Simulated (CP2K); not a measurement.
TaN in CP2K: the effect of functional

TaN:

```xyz
6
Lattice="5.5103 0.0000 0.0000 -2.5302 4.3142 0.0000 -0.6636 0.4645 2.7961" Properties=species:S:1:pos:R:3 pbc="T T T"
Ta   -0.1767    3.1083    1.3962
Ta    2.4935    1.6735    1.4040
Ta    2.3099    4.7632    2.7938
N    -1.0384    4.7758    2.7872
N     1.1586    3.0856    2.7916
N    -0.9911    1.7086    0.0117
```

Alike in all runs:

```yaml
Program: CP2K 2026.2
Potentials_or_basis: POTENTIAL_UZH Ta GTH-PBE-q13, N GTH-PBE-q5; DZVP-MOLOPT-PBE-GTH basis
Density_cutoff: 9184 eV
k_mesh: 6 × 6 × 9
Occupations: fermi-dirac, width 0.05 eV
Spin: no spin polarisation
```

```tsv
functional	pressure (GPa)
LDA	22.0
PBEsol	25.1
AM05	24.1
optB88-vdW	33.1
BLYP	?
TPSS	32.3
```

Task: What does the run with functional BLYP give?

Result: Pressure 42.5 GPa.

Caveats: the potentials were made for another functional, which shifts forces and pressure; the basis of atomic orbitals isn't converged, which shifts pressures, moduli and gaps; a pressure of tens of GPa on the cell as given is suspect, and the run, the potentials or the cell itself is likely at fault (some runs).

Runs at the PBE level aren't shown here.
